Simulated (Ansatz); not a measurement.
SnSe:

```xyz
8
Lattice="11.4200 0.0000 0.0000 0.0000 4.1900 0.0000 0.0000 0.0000 4.4600" Properties=species:S:1:pos:R:3 pbc="T T T"
Sn   10.0153    3.1425    4.0541
Sn    7.1147    1.0475    1.8241
Sn    4.3053    3.1425    2.6359
Sn    1.4047    1.0475    0.4059
Se    7.3431    3.1425    4.3886
Se    9.7869    1.0475    2.1586
Se    1.6331    3.1425    2.3014
Se    4.0769    1.0475    0.0714
```

| Quantity | Value |
| --- | --- |
| Program | Ansatz 0.2.0 |
| Task | relaxation of cell and atoms |
| Functional | r2SCAN |
| Potentials or basis | Ansatz PAW |
| Cutoff | 500 eV (not typed: the program's choice for these potentials) |
| k mesh | 3 × 6 × 6 |
| Occupations | fermi-dirac, width 0.05 eV |
| Spin | no spin polarisation |

At the start: volume 26.68 Å³/atom.

**Question.** How do energy, volume and symmetry change on relaxing?

**Answer.** It ends after 8 steps and the volume is 28.30 Å³/atom (+6.1 %); space group Pnma (No. 62, to 0.05 Å).

The path:
| step | energy change (eV) | largest force (eV/Å) | volume (Å³) |
| --- | --- | --- | --- |
| 1 | 0.0000 | 0.2031 | 213.41 |
| 2 | -0.0811 | 0.0723 | 228.87 |
| 3 | -0.0988 | 0.0391 | 226.35 |
| 4 | -0.1062 | 0.0881 | 222.45 |
| 5 | -0.1129 | 0.0365 | 225.71 |
| 6 | -0.1162 | 0.0407 | 226.10 |
| 7 | -0.1174 | 0.0025 | 226.38 |
| 8 | -0.1182 | 0.0024 | 226.38 |

Final structure:
```
CELL_PARAMETERS angstrom
11.68175 0.00000 0.00000
0.00000 4.12507 0.00000
0.00000 0.00000 4.69780
ATOMIC_POSITIONS crystal
Sn 0.87984 0.75000 0.87564
Sn 0.62016 0.25000 0.37564
Sn 0.37984 0.75000 0.62436
Sn 0.12016 0.25000 0.12436
Se 0.64796 0.75000 0.98848
Se 0.85204 0.25000 0.48848
Se 0.14796 0.75000 0.51152
Se 0.35204 0.25000 0.01152
```

Caveat: the plane-wave basis is chosen anew once the cell has moved, so the energies of steps on either side of that aren't comparable; the PAW data sets come from PBE, with cores solved anew for the run's functional, which leaves a small shift of forces and pressure.
